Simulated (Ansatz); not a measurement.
SrF2:
```
CELL_PARAMETERS angstrom
      0.00000     2.92867     2.92867
      2.92867     0.00000     2.92867
      2.92867     2.92867     0.00000
ATOMIC_POSITIONS crystal
  Sr 0.00000 0.00000 0.00000
  F  0.25000 0.25000 0.25000
  F  0.75000 0.75000 0.75000
```

The program Ansatz at the PBE level (PAW) gives a gap of 6.78 eV without spin–orbit coupling, maximum at X, minimum at Γ.

**Question.** What happens when spin–orbit coupling is switched on?

**Answer.** The gap is nearly the same, to 6.78 eV; maximum at X, minimum at Γ.

**Question.** Give the electron effective mass with spin–orbit coupling.

**Answer.** 0.52 mₑ (isotropic).

**Question.** Give the hole effective mass with spin–orbit coupling.

**Answer.** 0.92, 8.8, 8.8 mₑ (principal values).

Space group Fm-3m (fluorite). The PBE relaxation kept the symmetry of its start; phonons on a q-mesh show no instability.

Potentials: the later of the program's two PAW sets.
